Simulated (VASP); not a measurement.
# What goes wrong when the modes of BN (Qingsongite) are computed with a bad input, part 2 of 2

Aim: see how common mistakes in a phonon run show up, on BN (Qingsongite). The starting structure is a measured crystal structure from the Crystallography Open Database.

VASP 6.6.1.

Results so far: reference T2 1067.2 cm⁻¹.

## Step 3: Modes with finite displacements, else as the reference

Level of this step: LDA; plane waves and PAW (N, B) (VASP).

Against step 2 the input has IBRION = 6, NFREE = 2, POTIM = 0.015, no LEPSILON and no LPEAD (also changed: NSW).

File INCAR:

```
SYSTEM = BN
PREC = Accurate
ENCUT = 520
EDIFF = 1E-08
NELM = 100
ISMEAR = 0
SIGMA = 0.03
LREAL = .FALSE.
ALGO = Normal
GGA = CA
NBANDS = 10
LORBIT = 11
LWAVE = .FALSE.
LCHARG = .FALSE.
KPAR = 8
IBRION = 6
NFREE = 2
POTIM = 0.015
NSW = 1
ISIF = 2
```

File POSCAR:

```
BN
1.0
    0.0000000000      1.7917290351      1.7917290351
    1.7917290351      0.0000000000      1.7917290351
    1.7917290351      1.7917290351      0.0000000000
N B
1 1
Direct
    0.7500000000      0.7500000000      0.7500000000
    0.0000000000      0.0000000000      0.0000000000
```

File KPOINTS:

```
Automatic mesh
0
Gamma
14 14 14
0 0 0
```

Potentials, in the order of the species: N and B (LDA family, release 64).

Command:

```
$ mpirun -np 8 vasp_std
```

Log:

```text
[banner, memory and clock lines left out]
running    8 mpi-ranks, on    1 nodes
[...]
[... a notice as in an earlier step ...]

 LDA part: xc-table for (Slater(with rela. corr.)+CA(PZ))
 , standard interpolation
 POSCAR, INCAR and KPOINTS ok, starting setup
[...]
entering main loop
       N       E                     dE             d eps       ncg     rms          rms(c)
[... 13 cycles as in an earlier step ...]
   1 F= -.19413939E+02 E0= -.19413939E+02  d E =-.800194E-17
[... from here on, the cycles between the ionic steps are left out ...]
   2 F= -.19411066E+02 E0= -.19411066E+02  d E =-.234386E-22
   3 F= -.19411066E+02 E0= -.19411066E+02  d E =-.234765E-22
   4 F= -.19411065E+02 E0= -.19411065E+02  d E =-.233954E-22
   5 F= -.19411065E+02 E0= -.19411065E+02  d E =-.233141E-22
 Finite differences progress:
  Degree of freedom:   2/  2
  Displacement:        2/  2
  Total:               4/  4
```

Wall time 24 s (8 MPI ranks of AMD EPYC 7R43, shared host); peak memory 1.2 GiB; 2.5 min of CPU time.

OUTCAR, selected parts (step 3):

```text
  Total        0.0033932      0.0062442      0.0062442      0.0000000      0.0426529      0.0000000
  in kB        0.4725738      0.8696454      0.8696454      0.0000000      5.9403548      0.0000000
  external PRESSURE =       0.7372882 kB  Pullay stress =       0.0000000 kB

 POSITION                                       TOTAL-FORCE (eV/Angst)
 -----------------------------------------------------------------------------------
      2.68759      2.68759      2.68759        -0.383135     -0.000000     -0.000000
     -0.01500      0.00000      0.00000         0.383135      0.000000      0.000000
 -----------------------------------------------------------------------------------
    total drift:                                0.000122      0.000001      0.000001

  FREE ENERGIE OF THE ION-ELECTRON SYSTEM (eV)
  ---------------------------------------------------
  free  energy   TOTEN  =       -19.4110646236 eV

  energy  without entropy=      -19.4110646236  energy(sigma->0) =      -19.41106462

[... 2 parts as in an earlier step ...]

[... 1 further part left out ...]
[key lines of the parts left out:]
E-fermi :   8.0481
```

The last energy, forces and stress in OUTCAR belong to the last displaced cell, not to that of POSCAR.

With finite displacements, else as the reference the mode is T2 1067.0 cm⁻¹, -0.2 cm⁻¹ from the reference.

## Step 4: Modes with low precision and real-space projectors

A slip made on purpose: low precision and real-space projectors. Against step 2 the input has PREC = Low, LREAL = Auto, IBRION = 6, NFREE = 2, POTIM = 0.015, no LEPSILON and no LPEAD (also changed: NELM and NSW).

INCAR, as its differences from that of step 3:

```diff
@@ -1,9 +1,9 @@
 SYSTEM = BN
-PREC = Accurate
+PREC = Low
 ENCUT = 520
 EDIFF = 1E-08
-NELM = 100
+NELM = 60
 ISMEAR = 0
 SIGMA = 0.03
-LREAL = .FALSE.
+LREAL = Auto
 ALGO = Normal
```

POSCAR is that of step 3.

KPOINTS is that of step 3.

Command:

```
$ mpirun -np 8 vasp_std
```

Log:

```text
[banner, memory and clock lines left out]
running    8 mpi-ranks, on    1 nodes
[...]
[... a notice as in an earlier step ...]

|                                                                             |
|               ----> ADVICE to this user running VASP <----                  |
|                                                                             |
|     You have a (more or less) 'small supercell' and for smaller cells       |
|     it is recommended to use the reciprocal-space projection scheme!        |
|     The real-space optimization is not efficient for small cells and it     |
|     is also less accurate ...                                               |
|     Therefore, set LREAL=.FALSE. in the INCAR file.                         |
|                                                                             |

 LDA part: xc-table for (Slater(with rela. corr.)+CA(PZ))
 , standard interpolation
 POSCAR, INCAR and KPOINTS ok, starting setup
[...]
entering main loop
       N       E                     dE             d eps       ncg     rms          rms(c)
DAV:   1     0.709388717883E+01    0.70939E+01   -0.49344E+03  2104   0.783E+02
DAV:   2    -0.201849200664E+02   -0.27279E+02   -0.26249E+02  2510   0.155E+02
DAV:   3    -0.205848828457E+02   -0.39996E+00   -0.39933E+00  2404   0.165E+01
DAV:   4    -0.205853467214E+02   -0.46388E-03   -0.46387E-03  2272   0.670E-01
[...]
DAV:  11    -0.194063708131E+02   -0.47669E-06   -0.16979E-06  2320   0.939E-03    0.639E-03
DAV:  12    -0.194063707477E+02    0.65432E-07   -0.48567E-07  2288   0.434E-03    0.193E-03
DAV:  13    -0.194063707487E+02   -0.10622E-08   -0.76819E-09  1320   0.887E-04
   1 F= -.19406371E+02 E0= -.19406371E+02  d E =-.234578E-17
[... from here on, the cycles between the ionic steps are left out ...]
   2 F= -.19403643E+02 E0= -.19403643E+02  d E =-.548144E-23
   3 F= -.19403632E+02 E0= -.19403632E+02  d E =-.551602E-23
   4 F= -.19402905E+02 E0= -.19402905E+02  d E =-.539239E-23
   5 F= -.19402910E+02 E0= -.19402910E+02  d E =-.534253E-23
 Finite differences progress:
  Degree of freedom:   2/  2
  Displacement:        2/  2
  Total:               4/  4
```

Wall time 15 s (8 MPI ranks); peak memory 1 GiB.

OUTCAR, selected parts (step 4):

```text
  Total        0.0925345      0.0765159      0.0765159      0.0000000      0.0527422      0.0000000
  in kB       12.8874620     10.6565197     10.6565197      0.0000000      7.3455089      0.0000000
  external PRESSURE =      11.4001671 kB  Pullay stress =       0.0000000 kB

 POSITION                                       TOTAL-FORCE (eV/Angst)
 -----------------------------------------------------------------------------------
      2.68759      2.68759      2.68759        -0.408575     -0.000000     -0.000000
     -0.01500      0.00000      0.00000         0.408575      0.000000      0.000000
 -----------------------------------------------------------------------------------
    total drift:                                0.052824     -0.000067     -0.000175

  FREE ENERGIE OF THE ION-ELECTRON SYSTEM (eV)
  ---------------------------------------------------
  free  energy   TOTEN  =       -19.4029097787 eV

  energy  without entropy=      -19.4029097787  energy(sigma->0) =      -19.40290978

[... 2 parts as in an earlier step ...]

[... 1 further part left out ...]
[key lines of the parts left out:]
E-fermi :   8.0513
```

Three frequencies should lie near zero, those of the translations, and here fewer than three do (the smallest in size are -23.7, -23.7 and -23.7 cm⁻¹), so no mode of this run is used. As printed, the frequencies run from -23.7 to 1081.8 cm⁻¹, imaginary ones as negative numbers.

## Step 5: Modes with a k mesh far too coarse

A slip made on purpose: a k mesh far too coarse. Against step 2 the input has a 2×2×2 mesh (also changed: NELM and KPAR).

File INCAR:

```
SYSTEM = BN
PREC = Accurate
ENCUT = 520
EDIFF = 1E-08
NELM = 60
ISMEAR = 0
SIGMA = 0.03
LREAL = .FALSE.
ALGO = Normal
GGA = CA
NBANDS = 10
LORBIT = 11
LWAVE = .FALSE.
LCHARG = .FALSE.
IBRION = 8
LEPSILON = .TRUE.
LPEAD = .TRUE.
ISIF = 2
```

POSCAR is that of step 4.

File KPOINTS:

```
Automatic mesh
0
Gamma
2 2 2
0 0 0
```

Command:

```
$ mpirun -np 8 vasp_std
```

Log:

```text
[banner, memory and clock lines left out]
running    8 mpi-ranks, on    1 nodes
[...]
[... a notice as in an earlier step ...]

 LDA part: xc-table for (Slater(with rela. corr.)+CA(PZ))
 , standard interpolation
|                                                                             |
|           W    W    AA    RRRRR   N    N  II  N    N   GGGG   !!!           |
|           W    W   A  A   R    R  NN   N  II  NN   N  G    G  !!!           |
|           W    W  A    A  R    R  N N  N  II  N N  N  G       !!!           |
|           W WW W  AAAAAA  RRRRR   N  N N  II  N  N N  G  GGG   !            |
|           WW  WW  A    A  R   R   N   NN  II  N   NN  G    G                |
|           W    W  A    A  R    R  N    N  II  N    N   GGGG   !!!           |
|                                                                             |
|     The number of bands has been changed from the values supplied in        |
|     The orbitals not found in the WAVECAR file will be initialized with     |
[...]
RMM:  10    -0.238005861706E+00   -0.10743E-08   -0.21606E-09   225   0.443E-07    0.224E-07
 first order change of Fermi-energy  -0.57423E-01
 force on displaced ion       1 direction 1 : -28.595  -0.000  -0.000
 Born effective charge ion    1 direction 1 :  -1.869   0.000   0.000
 Linear response progress:
  Degree of freedom:   2/  2
       N       E                     dE             d eps       ncg     rms          rms(c)
RMM:   1    -0.429353517168E-01   -0.42935E-01   -0.23290E-02   354   0.846E-01
RMM:   2    -0.370575190733E-01    0.58778E-02    0.10514E-02   257   0.116E-01    0.160E-01
RMM:   3    -0.379716875191E-01   -0.91417E-03    0.45940E-04   266   0.454E-02    0.881E-02
RMM:   4    -0.382544740616E-01   -0.28279E-03    0.15877E-04   268   0.489E-02    0.103E-02
[...]
RMM:   8    -0.382775299778E-01   -0.46956E-07   -0.23788E-07   282   0.144E-05    0.808E-06
RMM:   9    -0.382774718418E-01    0.58136E-07    0.30612E-09   258   0.250E-06    0.764E-07
RMM:  10    -0.382774728916E-01   -0.10498E-08    0.43270E-09   196   0.404E-07    0.165E-07
 first order change of Fermi-energy   0.57423E-01
 force on displaced ion       2 direction 1 : -28.606  -0.000  -0.000
 Born effective charge ion    2 direction 1 :   1.741   0.000   0.000
 Born effective charges drift removed
 Linear response finished
```

Run time: 3.8 s. Hardware: 8 MPI ranks; peak memory 0.55 GiB.

Parts of OUTCAR (step 5):

```text
  Total        1.7128742      1.7128742      1.7128742     -0.0000000      0.0000000      0.0000000
  in kB      238.5553005    238.5553005    238.5553005     -0.0000000      0.0000000      0.0000000
  external PRESSURE =     238.5553005 kB  Pullay stress =       0.0000000 kB

 MACROSCOPIC STATIC DIELECTRIC TENSOR (including local field effects in DFT)
 ------------------------------------------------------
           4.224073    -0.000000     0.000000
           0.000000     4.224073     0.000000
          -0.000000     0.000000     4.224073
 ------------------------------------------------------

 MACROSCOPIC STATIC DIELECTRIC TENSOR IONIC CONTRIBUTION
 ------------------------------------------------------
           1.791111     0.000000     0.000000
           0.000000     1.791111    -0.000000
           0.000000    -0.000000     1.791111
 ------------------------------------------------------

[... 2 parts as in an earlier step ...]

[... 1 further part left out ...]
```

With a k mesh far too coarse the mode is T2 1129.1 cm⁻¹, +61.9 cm⁻¹ from the reference.

## Step 6: Modes with perturbation theory asked for with a meta-GGA

A slip made on purpose: perturbation theory asked for with a meta-GGA. Against step 2 the input has METAGGA = R2SCAN, LASPH = .TRUE. and no GGA (also changed: NELM).

INCAR, as its differences from that of step 5:

```diff
@@ -9,3 +9,2 @@
 ALGO = Normal
-GGA = CA
 NBANDS = 10
@@ -14,2 +13,3 @@
 LCHARG = .FALSE.
+KPAR = 8
 IBRION = 8
@@ -18 +18,3 @@
 ISIF = 2
+METAGGA = R2SCAN
+LASPH = .TRUE.
```

POSCAR is that of step 5.

File KPOINTS:

```
Automatic mesh
0
Gamma
14 14 14
0 0 0
```

Command:

```
$ mpirun -np 8 vasp_std
```

Log:

```text
[banner, memory and clock lines left out]
running    8 mpi-ranks, on    1 nodes
[...]
[... a notice as in an earlier step ...]

|                                                                             |
|               ----> ADVICE to this user running VASP <----                  |
|                                                                             |
|     You enforced a specific xc type in the INCAR file but a different       |
|     [... a line on the potential file left out ...]
|     I HOPE YOU KNOW WHAT YOU ARE DOING!                                     |
|                                                                             |

 LDA part: xc-table for (None), standard interpolation
 POSCAR, INCAR and KPOINTS ok, starting setup
[...]
entering main loop
       N       E                     dE             d eps       ncg     rms          rms(c)
DAV:   1    -0.119906256712E+02   -0.11991E+02   -0.50799E+03  2104   0.804E+02
DAV:   2    -0.401281001931E+02   -0.28137E+02   -0.27007E+02  2500   0.160E+02
[...]
1 F= -.37251383E+02 E0= -.37251383E+02  d E =-.470087E-37
|                                                                             |
|     EEEEEEE  RRRRRR   RRRRRR   OOOOOOO  RRRRRR      ###     ###     ###     |
|     E        R     R  R     R  O     O  R     R     ###     ###     ###     |
|     E        R     R  R     R  O     O  R     R     ###     ###     ###     |
|     EEEEE    RRRRRR   RRRRRR   O     O  RRRRRR       #       #       #      |
|     E        R   R    R   R    O     O  R   R                               |
|     E        R    R   R    R   O     O  R    R      ###     ###     ###     |
|     EEEEEEE  R     R  R     R  OOOOOOO  R     R     ###     ###     ###     |
|                                                                             |
|     You have switched on METAGGA and linear-response routines. This         |
|     combination is currently not supported. If you have selected            |
|     LEPSILON=.TRUE., you can try using LCALCEPS=.TRUE. instead. In all      |
|     other cases, VASP will stop. SOOO sorry...                              |
|                                                                             |
|       ---->  I REFUSE TO CONTINUE WITH THIS SICK JOB ... BYE!!! <----       |
|                                                                             |

1
1
1
1
1
1
1
1
```

Run time: 22 s. Hardware: 8 MPI ranks.

VASP stopped with this message: “You have switched on METAGGA and linear-response routines. This combination is currently not supported. If you have selected LEPSILON=.TRUE., you can try using LCALCEPS=.TRUE. instead”.

## Step 7: Modes with a structure that was not relaxed

A slip made on purpose: a structure that was not relaxed. Against step 2 the input has another starting structure (also changed: NELM).

INCAR, as its differences from that of step 6:

```diff
@@ -9,2 +9,3 @@
 ALGO = Normal
+GGA = CA
 NBANDS = 10
@@ -18,3 +19 @@
 ISIF = 2
-METAGGA = R2SCAN
-LASPH = .TRUE.
```

File POSCAR:

```
BN
1.0
    0.0000000000      1.8075000000      1.8075000000
    1.8075000000      0.0000000000      1.8075000000
    1.8075000000      1.8075000000      0.0000000000
N B
1 1
Direct
    0.7500000000      0.7500000000      0.7500000000
    0.0000000000      0.0000000000      0.0000000000
```

KPOINTS is that of step 6.

Command:

```
$ mpirun -np 8 vasp_std
```

Log:

```text
[... set-up lines as in an earlier step ...]
 entering main loop
       N       E                     dE             d eps       ncg     rms          rms(c)
DAV:   1     0.712332160710E+01    0.71233E+01   -0.49792E+03  2160   0.785E+02
DAV:   2    -0.201141006708E+02   -0.27237E+02   -0.26318E+02  2530   0.155E+02
DAV:   3    -0.205344303079E+02   -0.42033E+00   -0.41958E+00  2418   0.166E+01
DAV:   4    -0.205349324926E+02   -0.50218E-03   -0.50217E-03  2260   0.685E-01
[...]
DAV:  11    -0.194045531413E+02   -0.49503E-06   -0.18268E-06  2322   0.963E-03    0.625E-03
DAV:  12    -0.194045530697E+02    0.71549E-07   -0.52493E-07  2286   0.446E-03    0.215E-04
DAV:  13    -0.194045530707E+02   -0.10281E-08   -0.84070E-09  1322   0.916E-04
   1 F= -.19404553E+02 E0= -.19404553E+02  d E =-.570671E-23
 Linear response reoptimize wavefunctions to high precision
DAV:   1    -0.194045530708E+02   -0.69463E-10   -0.20028E-10  1406   0.165E-04
 Linear response to external field (no local field effect), progress :
  Direction:   1
[...]
RMM:  11    -0.226592497877E+00   -0.17144E-08   -0.11363E-07  9929   0.110E-05    0.203E-08
 first order change of Fermi-energy   0.15018E-03
 force on displaced ion       1 direction 1 : -23.951  -0.000  -0.000
 Born effective charge ion    1 direction 1 :  -1.887   0.000   0.000
 Linear response progress:
  Degree of freedom:   2/  2
       N       E                     dE             d eps       ncg     rms          rms(c)
RMM:   1    -0.411503337307E-01   -0.41150E-01   -0.23508E-02 21787   0.133E+00
RMM:   2    -0.357789146985E-01    0.53714E-02    0.39845E-04 13160   0.238E-01    0.142E-01
RMM:   3    -0.358325872078E-01   -0.53673E-04    0.11742E-04 13686   0.739E-02    0.798E-02
RMM:   4    -0.361064874228E-01   -0.27390E-03    0.13194E-05 13705   0.844E-02    0.743E-03
[...]
RMM:   9    -0.361050824347E-01    0.48937E-07    0.16134E-07 14608   0.124E-05    0.883E-07
RMM:  10    -0.361050798152E-01    0.26195E-08    0.18362E-07  9661   0.550E-06    0.330E-07
RMM:  11    -0.361050812604E-01   -0.14452E-08    0.16632E-07  7982   0.551E-06    0.109E-08
 first order change of Fermi-energy  -0.51169E-05
 force on displaced ion       2 direction 1 : -23.951   0.000   0.000
 Born effective charge ion    2 direction 1 :   1.886   0.000   0.000
 Born effective charges drift removed
 Linear response finished
```

It took 64 s on 8 MPI ranks; peak memory 2 GiB; 6.7 min of CPU time.

OUTCAR, selected parts (step 7):

```text
  Total       -0.7440383     -0.7440383     -0.7440383     -0.0000000      0.0000000     -0.0000000
  in kB     -100.9348021   -100.9348021   -100.9348021     -0.0000000      0.0000000     -0.0000000
  external PRESSURE =    -100.9348021 kB  Pullay stress =       0.0000000 kB

 POSITION                                       TOTAL-FORCE (eV/Angst)
 -----------------------------------------------------------------------------------
      2.71125      2.71125      2.71125        -0.000000     -0.000000     -0.000000
      0.00000      0.00000      0.00000         0.000000      0.000000      0.000000
 -----------------------------------------------------------------------------------
    total drift:                                0.000000      0.000000      0.000000

 MACROSCOPIC STATIC DIELECTRIC TENSOR (including local field effects in DFT)
 ------------------------------------------------------
           4.590699     0.000000     0.000000
           0.000000     4.590699    -0.000000
           0.000000    -0.000000     4.590699
 ------------------------------------------------------

 MACROSCOPIC STATIC DIELECTRIC TENSOR IONIC CONTRIBUTION
 ------------------------------------------------------
           2.276981     0.000000    -0.000000
           0.000000     2.276981     0.000000
          -0.000000     0.000000     2.276981
 ------------------------------------------------------

[... 1 part as in an earlier step ...]

[... 1 further part left out ...]
```

With a structure that was not relaxed the mode is T2 1033.3 cm⁻¹, -33.9 cm⁻¹ from the reference.

## Step 8: Comparison

```tsv
run	ended	T2	method	core minutes
reference	converged	1067.2	perturbation theory	6.67
finite displacements, else as the reference	converged	1067.0	finite displacements	3.2
low precision and real-space projectors	finished, not usable	-	finite displacements	1.97
a k mesh far too coarse	converged	1129.1	perturbation theory	0.507
perturbation theory asked for with a meta-GGA	stopped by VASP	-	perturbation theory	2.93
a structure that was not relaxed	converged	1033.3	perturbation theory	8.53
```

Modes are in cm⁻¹, degenerate ones as one, matched between runs by symmetry and order. A number in brackets counts the listed modes of one symmetry from the lowest. The symmetry labels come from an automatic analysis and can be wrong where levels nearly coincide. Core minutes are wall time times ranks of the run shown, on a shared host.

## Step 9: Summary of results

```yaml
t2_reference: 1067.2 cm⁻¹
t2_finite_displacements_else_as_the_reference: 1067.0 cm⁻¹
t2_a_k_mesh_far_too_coarse: 1129.1 cm⁻¹
t2_a_structure_that_was_not_relaxed: 1033.3 cm⁻¹
run_with_low_precision_and_real_space_projectors: finished, not usable
run_with_perturbation_theory_asked_for_with_a_meta_gga: stopped by VASP
```

**Reading.** VASP stopped by itself in the run with perturbation theory asked for with a meta-GGA. Finished, but so rough that the translations don't all come out near zero: low precision and real-space projectors. Finished, but with signs in the output that stand out against the reference: a k mesh far too coarse, with modes off by up to +62 cm⁻¹, in T2 (signs: a pressure of 23.9 GPa on the undisplaced cell); a structure that was not relaxed, with modes off by up to -34 cm⁻¹, in T2 (signs: a pressure of -10.1 GPa on the undisplaced cell). Runs with finite displacements are held against the sound run of that kind. The dielectric constants and Born charges in the logs aren't compared here; at a small gap they can be far off, and in a run without a gap they mean nothing. The frequencies are harmonic, and the splitting of polar modes by their long-range field is left out. Further runs on this material are not shown.

[Lines on the potential files, build, host, timing and source positions are cut from VASP's logs without a mark.]

[Logs are printed without paths, hosts, clocks, repeated set-up lines and the standing remarks that a program may print on its own settings, such as how far it seeks lower states.]

[Hosts, paths, dates, database ids (printed as entryN), source tags and the programs' standing remarks are cut or masked in the printed files.]
